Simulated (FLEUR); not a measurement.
# Ta (P6_3/mmc) in FLEUR: a series of runs

One crystal, Ta, is run at these levels: PBEsol; tasks: single point.

Program: FLEUR MaX-R8.1 (later development tree). These are calculated values, not measurements. Logs are shortened: lines on timing, memory, paths and dates and some standing lists are left out, and cuts for length are marked.

### Step 1. The crystal as given

It takes space group P6_3/mmc (No. 194, hexagonal). The conventional cell has a = 2.900 Å, b = 2.900 Å, c = 5.166 Å, α = 90.00°, β = 90.00°, γ = 120.00°. Ta (site symmetry -6m2) has 12 Ta at 2.90 to 3.08 Å as nearest neighbours.

This isn't the form of Ta at room conditions, which is bcc.

### Step 2. Single point, PBEsol

The input, inp.xml:

```xml
<?xml version="1.0" encoding="UTF-8" standalone="no"?>
<fleurInput fleurInputVersion="0.39">
   <comment>
      Ta                                                                                                  
   </comment>
   <calculationSetup>
      <cutoffs Kmax="4.1" Gmax="12.7" GmaxXC="12.7" numbands="0"/>
      <scfLoop itmax="60" minDistance="0.00001" maxIterBroyd="15" imix="Anderson" alpha="0.05" precondParam="0.0" spinf="2.0" sdNocoIR="T"/>
      <coreElectrons ctail="T" frcor="F" kcrel="0" coretail_lmax="0"/>
      <xcFunctional name="PBEs" relativisticCorrections="F"/>
      <magnetism jspins="1"/>
      <soc l_soc="F" theta="0.0" phi="0.0" spav="F"/>
      <expertModes spex="0" secvar="F"/>
      <geometryOptimization l_f="T" forcealpha="1.0" forcemix="BFGS" epsdisp="0.0005" epsforce="0.0002"/>
      <ldaU l_linMix="F" mixParam="0.05" spinf="1.0"/>
   </calculationSetup>
   <cell>
      <bzIntegration valenceElectrons="54.0" mode="hist" fermiSmearingEnergy="0.00183747">
         <kPointListSelection listName="default-1"/>
         <!-- k-points included here -->
         <xi:include xmlns:xi="http://www.w3.org/2001/XInclude" href="kpts.xml"> </xi:include>
      </bzIntegration>
      <!-- symmetry operations included here -->
      <xi:include xmlns:xi="http://www.w3.org/2001/XInclude" href="sym.xml"> </xi:include>
      <bulkLattice scale="1.0">
         <bravaisMatrix>
            <row-1>    5.4809088766524683     0.0000000000000000     0.0000000000000000</row-1>
            <row-2>   -2.7404544383262341     4.7466063230114566     0.0000000000000000</row-2>
            <row-3>    0.0000000000000000     0.0000000000000000     9.7628429446417382</row-3>
         </bravaisMatrix>
      </bulkLattice>
   </cell>
   <atomSpecies>
      <species name="Tantalum (Ta)" element="Ta" atomicNumber="73">
         <mtSphere radius="2.46" gridPoints="839" logIncrement="0.016"/>
         <atomicCutoffs lmax="10" lnonsphr="10"/>
         <electronConfig flipSpins="F">
            <coreConfig>(1s1/2) (2s1/2) (2p1/2) (2p3/2) (3s1/2) (3p1/2) (3p3/2) (4s1/2) (3d3/2) (3d5/2) (4p1/2) (4p3/2) (4d3/2) (4d5/2)</coreConfig>
            <valenceConfig>(5s1/2) (5p1/2) (5p3/2) (6s1/2) (4f5/2) (4f7/2) (5d3/2) (5d5/2)</valenceConfig>
            <stateOccupation state="(5d3/2)" spinUp="0.600000" spinDown="0.600000"/>
            <stateOccupation state="(5d5/2)" spinUp="0.900000" spinDown="0.900000"/>
         </electronConfig>
         <energyParameters s="6" p="6" d="5" f="4"/>
         <lo type="SCLO" l="0" n="5" eDeriv="0"/>
         <lo type="SCLO" l="1" n="5" eDeriv="0"/>
         <lo type="SCLO" l="2" n="5" eDeriv="2"/>
         <lo type="SCLO" l="3" n="4" eDeriv="2"/>
      </species>
   </atomSpecies>
   <atomGroups>
      <atomGroup species="Tantalum (Ta)">
         <relPos label="                   1">1.000/3.000 -1.000/3.000 1.000/4.000</relPos>
         <relPos label="                   2">-1.000/3.000 1.000/3.000 -1.000/4.000</relPos>
         <force calculate="T" relaxXYZ="TTT"/>
      </atomGroup>
   </atomGroups>
   <output dos="F" band="F" slice="F">
      <checks vchk="F" cdinf="F"/>
      <bandDOS minEnergy="-.5*Htr" maxEnergy="0.5*Htr" sigma="0.015" storeEVData="T"/>
      <vacuumDOS vacdos="F" integ="F" star="F" nstars="0" locx1="0.0" locy1="0.0" locx2="0.0" locy2="0.0" nstm="0" tworkf="0.0"/>
      <unfoldingBand unfoldBand="F" supercellX="1" supercellY="1" supercellZ="1"/>
      <plotting iplot="0" polar="F">
         <plot TwoD="T" vec1="  1.0  0.0  0.0" vec2="  0.0  1.0  0.0" vec3="  0.0  0.0  1.0" zero="  0.0  0.0  0.0" file="plot"/>
      </plotting>
      <chargeDensitySlicing numkpt="0" minEigenval="0.0" maxEigenval="0.0" nnne="0" pallst="F"/>
      <specialOutput eonly="F"/>
      <moessbauerParams electricFieldGradient="T" isomerShift="T" coreHyperfine="T" valenceHyperfine="T"/>
      <magneticCircularDichroism mcd="F" energyLo="-10.0" energyUp="0.0"/>
   </output>
  <!-- We include the file relax.xml here to enable relaxations (see documentation) -->
  <xi:include xmlns:xi="http://www.w3.org/2001/XInclude" href="relax.xml"> <xi:fallback/> </xi:include>
</fleurInput>
```

The input, crystal.txt:

```
Ta
&input cartesian=F /
2.9003720726  0.0000000000  0.0000000000
-1.4501860363  2.5117958953  0.0000000000
0.0000000000  0.0000000000  5.1662740000
1.8897261246
1.0 1.0 1.0

2
73 0.3333333334  0.6666666668  0.2500000000
73 0.6666666668  0.3333333334  0.7500000000

&kpt div1=11 div2=11 div3=5 gamma=T /
```

Potentials or basis: all-electron, FLAPW.

Command:

```
$ inpgen -f crystal.txt -profile fastHighL
$ # inp.xml edited to the form shown
$ fleur_MPI
```

The program printed:

```text
Welcome to FLEUR        (www.flapw.de)
      MaX-Release 8.1          (www.max-centre.eu)

 ========== k-point set info ==========
 Selected k-point list: default-1
 k-point list type: mesh
 11 x 11 x 5
 Number of k points: 48

 ------------Calculation Setup---------------------------
 Number of MPI-tasks      :            1
 Number of PE/node        :            1
 Number of OMP-threads    :            1
 Most efficient MPI parallelization for:
           1           2           3           4           6           8          12          16          24          48
 Additional eigenvalue parallelization possible
 Number of basis functions:          369
 Approximate size of matrices (H+S) per k-point:         0.002 GB
 --------------------------------------------------------
 Iteration:     1   Distance:      13.30500940 me/bohr^3
 Iteration:     2   Distance:      12.18774803 me/bohr^3
 Iteration:     3   Distance:       5.92579515 me/bohr^3
 Iteration:     4   Distance:       1.32245078 me/bohr^3
 Iteration:     5   Distance:       1.29862647 me/bohr^3
 Iteration:     6   Distance:       0.25903543 me/bohr^3
 Iteration:     7   Distance:       0.12494518 me/bohr^3
 Iteration:     8   Distance:       0.03379052 me/bohr^3
 Iteration:     9   Distance:       0.00198184 me/bohr^3
 Iteration:    10   Distance:       0.00463777 me/bohr^3
 Iteration:    11   Distance:       0.00053580 me/bohr^3
 Iteration:    12   Distance:       0.00015806 me/bohr^3
 Iteration:    13   Distance:       0.00004499 me/bohr^3
 Iteration:    14   Distance:       0.00000879 me/bohr^3

 ********************************************************************
 Run finished successfully
 Stop message:
   Structural relaxation: Done
 ********************************************************************
```

out.xml (last iteration):

```text
<iteration numberForCurrentRun="   15" overallNumber="   15">
         <energyParameters units="Htr">
            <atomicEP atomType="1" spin="1" branch="6s" branchLowest="-1.94" branchHighest="2.34" value="0.3083778965"/>
            <atomicEP atomType="1" spin="1" branch="6p" branchLowest="-0.64" branchHighest="3.29" value="0.4415020681"/>
            <atomicEP atomType="1" spin="1" branch="5d" branchLowest="-7.43" branchHighest="1.05" value="0.4649319603"/>
            <atomicEP atomType="1" spin="1" branch="4f" branchLowest="-9.99" branchHighest="-0.20" value="-0.1705648543"/>
            <loAtomicEP atomType="1" spin="1" branch="5s" branchLowest="-19.10" branchHighest="-1.94" value="-1.9713596736"/>
            <loAtomicEP atomType="1" spin="1" branch="5p" branchLowest="-13.98" branchHighest="-0.64" value="-0.7624222665"/>
            <loAtomicEP atomType="1" spin="1" branch="5d" branchLowest="-7.43" branchHighest="1.05" value="0.4614830294"/>
            <loAtomicEP atomType="1" spin="1" branch="4f" branchLowest="-9.99" branchHighest="-0.20" value="-0.1948654387"/>
         </energyParameters>
         <eigenvalues>
            <eigenvaluesAt spin="1" ikpt="1" k_x="0.00000000" k_y="0.00000000" k_z="0.00000000">
                      -1.9746767779       -1.9725126239       -0.7589738595       -0.7288864154       -0.7244577835
                      -0.7244577835       -0.7214137255       -0.7214137255       -0.2027591733       -0.2026412882
                      -0.2021373656       -0.2021373656       -0.2019205699       -0.2019205699       -0.2018819536
                      -0.2010356114       -0.2010356114       -0.2008679809       -0.2002338421       -0.2002338421
                      -0.1996478822       -0.1996051865        0.2077459132        0.3279103647        0.4871065134
                       0.5042091274        0.5295758647        0.5295758647        0.5502384985        0.5502384985
                       0.6163293841        0.6163293841        0.6956919658        0.6956919658        0.8287249985
                       0.9720711383        0.9823395094        1.0581638474        1.2371340452        1.2371340452
                       1.2468164023        1.2565634334
            </eigenvaluesAt>
            <eigenvaluesAt spin="1" ikpt="2" k_x="0.00000000" k_y="0.00000000" k_z="0.20000000">
                      -1.9744712987       -1.9727203712       -0.7562485837       -0.7319213485       -0.7241687781
                      -0.7241687781       -0.7217060243       -0.7217060243       -0.2027804261       -0.2026674925
                      -0.2021845497       -0.2021845497       -0.2019928663       -0.2019928663       -0.2017500672
                      -0.2009453558       -0.2008934931       -0.2008934931       -0.2002673592       -0.2002673592
                      -0.1996434868       -0.1996079255        0.2203233226        0.3209994513        0.4808831509
                       0.4861776007        0.5281704476        0.5281704476        0.5452683824        0.5452683824
                       0.6282769003        0.6282769003        0.6935435737        0.6935435737        0.8698672248
                       0.9469156988        1.0294133607        1.0314264361        1.1807608344        1.1807608344
                       1.2954872115        1.2954872115
            </eigenvaluesAt>
[... 4 lines left out ...]
                      -0.2011580647       -0.2006066091       -0.2006066091       -0.2003749121       -0.2003749121
                      -0.1996162564       -0.1996063022        0.2539178084        0.2945792230        0.4660007770
                       0.4685795165        0.5287798616        0.5287798616        0.5354676074        0.5354676074
                       0.6552095968        0.6552095968        0.6808908167        0.6808908167        0.9467722842
                       0.9488921546        0.9988321188        1.0533069747        1.1689813820        1.1689813820
                       1.2116487347        1.2116487347
            </eigenvaluesAt>
            <eigenvaluesAt spin="1" ikpt="4" k_x="0.00000000" k_y="0.09090909" k_z="0.00000000">
                      -1.9743922083       -1.9723052441       -0.7580037003       -0.7289968942       -0.7275788525
                      -0.7253057621       -0.7245974229       -0.7219902296       -0.2026013038       -0.2025024978
                      -0.2021892687       -0.2020693645       -0.2019804489       -0.2018532730       -0.2017180425
                      -0.2011333111       -0.2010659563       -0.2008016398       -0.2003547389       -0.2002603304
                      -0.1998240525       -0.1997829728        0.2192714367        0.3403400036        0.4881519860
                       0.4900956463        0.5229760583        0.5393821702        0.5406885876        0.5611062537
                       0.5984446640        0.6067124188        0.7002608794        0.7193267916        0.8269174341
                       1.0002272789        1.0044700200        1.0832242850        1.1525520729        1.2083411635
                       1.2193337594        1.2507276251
            </eigenvaluesAt>
         </eigenvalues>
         <bandgap value="0.0196592759" units="eV"/>
         <sumValenceSingleParticleEnergies value="-18.2113804846" units="Htr"/>
         <FermiEnergy value="0.5085889521" units="Htr"/>
         <valenceDensity>
            <mtCharges spin="1">
               <mtCharge atomType="1" total="24.6886922" s="2.3365676" p="6.1190913" d="2.2216861" f="14.0072884"/>
            </mtCharges>
            <spinDependentCharge spin="1" total="54.0000000" interstitial="4.6226156" mtSpheres="49.3773844"/>
            <totalCharge value="54.0000000000"/>
         </valenceDensity>
         <coreStates atomType="     1" atomicNumber=" 73" spin="1" kinEnergy="  16945.8181300346" eigValSum="  -9537.6665777160" lostElectrons=" 0.000003">
            <state n="1" l="0" j="0.5" energy="-2470.8690919578" weight="1.0000000000"/>
            <state n="2" l="0" j="0.5" energy="-423.6725314265" weight="1.0000000000"/>
            <state n="2" l="1" j="0.5" energy="-404.8699221799" weight="1.0000000000"/>
            <state n="2" l="1" j="1.5" energy="-358.2129175077" weight="2.0000000000"/>
            <state n="3" l="0" j="0.5" energy="-96.5024561080" weight="1.0000000000"/>
            <state n="3" l="1" j="0.5" energy="-88.1506190947" weight="1.0000000000"/>
            <state n="3" l="1" j="1.5" energy="-78.1069696490" weight="2.0000000000"/>
            <state n="4" l="0" j="0.5" energy="-19.1026020464" weight="1.0000000000"/>
            <state n="3" l="2" j="1.5" energy="-64.0091512556" weight="2.0000000000"/>
            <state n="3" l="2" j="2.5" energy="-61.8209958627" weight="3.0000000000"/>
            <state n="4" l="1" j="0.5" energy="-15.6617275872" weight="1.0000000000"/>
            <state n="4" l="1" j="1.5" energy="-13.3457598592" weight="2.0000000000"/>
            <state n="4" l="2" j="1.5" energy="-7.6936097932" weight="2.0000000000"/>
            <state n="4" l="2" j="2.5" energy="-7.2681782466" weight="3.0000000000"/>
         </coreStates>
         <allElectronCharges>
            <spinDependentCharge spin="1" total="146.0000000" interstitial="4.6226206" mtSpheres="141.3773793"/>
            <totalCharge value="145.9999999925"/>
         </allElectronCharges>
         <moessbauerParams unitsHFF="kG" unitsIS="e/bohr^3" unitsEFG="Htr/bohr^2">
            <coreIsomerShift atomType="1" isTotal="1392924.86099">
               <shell n="1" l="0" isomerShift="1168121.31896"/>
               <shell n="2" l="0" isomerShift="165749.96293"/>
               <shell n="2" l="1" isomerShift="9774.17352"/>
               <shell n="3" l="0" isomerShift="37104.44315"/>
               <shell n="3" l="1" isomerShift="2442.97678"/>
               <shell n="4" l="0" isomerShift="9144.17375"/>
               <shell n="3" l="2" isomerShift="0.00094"/>
               <shell n="4" l="1" isomerShift="587.81073"/>
               <shell n="4" l="2" isomerShift="0.00023"/>
            </coreIsomerShift>
            <isomerShift atomType="1" nucleusRadius="0.0001336" averageDensity="1394586.43825"/>
            <electricFieldGradient atomType="1" VXX="0.23404" VYY="0.23404" VZZ="-0.46808" asymParam="0.00000">
            </electricFieldGradient>
         </moessbauerParams>
         <totalEnergy                                    value="   -31242.9339672002" units="Htr">
            <sumOfEigenvalues                            value="   -19093.5445359166">
               <coreElectrons value="-19075.3331554320"/>
               <valenceElectrons value="-18.2113804846"/>
            </sumOfEigenvalues>
            <densityCoulombPotentialIntegral value="-53343.0812329265"/>
            <densityEffectivePotentialIntegral value="-54167.3371769405"/>
            <chargeDenXCDenIntegral value="-625.8632034305"/>
            <FockExchangeEnergyValence value="0.0000000000"/>
            <FockExchangeEnergyCore value="0.0000000000"/>
            <atomTypeDependentContributions atomType="1">
               <electronNucleiInteractionDifferentMTs value="38921.3486987446"/>
               <MadelungTerm value="-97.9740895857"/>
            </atomTypeDependentContributions>
            <tkbTimesEntropy value="0.0006879392"/>
            <freeEnergy value="-31242.9346551394"/>
            <extrapolationTo0K value="-31242.9343111698"/>
         </totalEnergy>
         <totalForcesOnRepresentativeAtoms units="Htr/bohr">
            <forceTotal atomType="1" x="2.740454" y="-1.582202" z="2.440711" F_x="0.00000000" F_y="0.00000000" F_z="0.00000000"/>
         </totalForcesOnRepresentativeAtoms>
      </iteration>
```

Wall time 60 s (1 thread of Arm Neoverse V2, shared host); peak memory 0.07 GiB.

What came out:

- Free energy: -850163.5624 eV
- Band gap on the k mesh: none (metal or under the smearing width)
- Valence electrons inside the program's atomic spheres: Ta 24.69 (radii Ta 2.46 bohr)

Levels at points of the mesh, in eV from the Fermi level:
| k point | band 24 | band 25 | band 26 | band 27 | band 28 | band 29 | band 30 | band 31 |
| --- | --- | --- | --- | --- | --- | --- | --- | --- |
| (0.00, 0.00, 0.00) | -4.92 | -0.58 | -0.12 | 0.57 | 0.57 | 1.13 | 1.13 | 2.93 |

Core levels (eV from the Fermi level):
```
atom                                                                                                                                                                                                          levels
1 Ta  1s1/2 -67249.6, 2s1/2 -11542.6, 2p1/2 -11030.9, 2p3/2 -9761.3, 3s1/2 -2639.8, 3p1/2 -2412.5, 3p3/2 -2139.2, 4s1/2 -533.6, 3d3/2 -1755.6, 3d5/2 -1696.1, 4p1/2 -440.0, 4p3/2 -377.0, 4d3/2 -223.2, 4d5/2 -211.6
2 Ta  1s1/2 -67249.6, 2s1/2 -11542.6, 2p1/2 -11030.9, 2p3/2 -9761.3, 3s1/2 -2639.8, 3p1/2 -2412.5, 3p3/2 -2139.2, 4s1/2 -533.6, 3d3/2 -1755.6, 3d5/2 -1696.1, 4p1/2 -440.0, 4p3/2 -377.0, 4d3/2 -223.2, 4d5/2 -211.6
```

### Step 3. Single point, PBEsol (atoms moved at random, drawn with an rms of 0.05 Å)

Changes to inp.xml since step 2:

```diff
@@ -51,4 +51,4 @@
       <atomGroup species="Tantalum (Ta)">
-         <relPos label="                   1">1.000/3.000 -1.000/3.000 1.000/4.000</relPos>
-         <relPos label="                   2">-1.000/3.000 1.000/3.000 -1.000/4.000</relPos>
+         <relPos label="                   1">.3338585000 -.3262480000 .2417975000</relPos>
+         <relPos label="                   2">-.3338585000 .3262480000 -.2417975000</relPos>
          <force calculate="T" relaxXYZ="TTT"/>
```

Changes to crystal.txt since step 2:

```diff
@@ -9,4 +9,4 @@
 2
-73 0.3333333334  0.6666666668  0.2500000000
-73 0.6666666668  0.3333333334  0.7500000000
+73 0.3303170000  0.6724740000  0.2428560000
+73 0.6626000000  0.3249700000  0.7592610000
```

Potentials or basis: all-electron, FLAPW.

Command:

```
$ inpgen -f crystal.txt -profile fastHighL
$ # inp.xml edited to the form shown
$ fleur_MPI
```

Run time: 12 min. Hardware: 1 thread of Arm Neoverse V2, shared host; peak memory 0.15 GiB.

It converged, with:

| Property | Result |
| --- | --- |
| Free energy | -850163.5256 eV |
| Largest force | 0.894 eV/Å |
| Band gap on the k mesh | none (metal or under the smearing width) |
| Valence electrons inside the program's atomic spheres | Ta 24.69 (radii Ta 2.46 bohr) |

Forces on the atoms (eV/Å):
```
Ta  -0.023  0.040  0.893
Ta   0.023 -0.040 -0.893
```

Levels at points of the mesh, in eV from the Fermi level:
| k point | band 23 | band 24 | band 25 | band 26 | band 27 | band 28 | band 29 | band 30 | band 31 | band 32 |
| --- | --- | --- | --- | --- | --- | --- | --- | --- | --- | --- |
| (0.00, 0.00, 0.00) | -8.19 | -4.93 | -0.65 | -0.03 | 0.53 | 0.57 | 1.08 | 1.14 | 2.85 | 3.02 |

Core levels (eV from the Fermi level):
```csv
atom,levels
1 Ta,"1s1/2 -67249.6, 2s1/2 -11542.6, 2p1/2 -11030.9, 2p3/2 -9761.3, 3s1/2 -2639.8, 3p1/2 -2412.5, 3p3/2 -2139.2, 4s1/2 -533.6, 3d3/2 -1755.6, 3d5/2 -1696.1, 4p1/2 -440.0, 4p3/2 -377.0, 4d3/2 -223.2, 4d5/2 -211.6"
2 Ta,"1s1/2 -67249.6, 2s1/2 -11542.6, 2p1/2 -11030.9, 2p3/2 -9761.3, 3s1/2 -2639.8, 3p1/2 -2412.5, 3p3/2 -2139.2, 4s1/2 -533.6, 3d3/2 -1755.6, 3d5/2 -1696.1, 4p1/2 -440.0, 4p3/2 -377.0, 4d3/2 -223.2, 4d5/2 -211.6"
```

The run has no spin-orbit coupling, so splittings on Ta are missing.
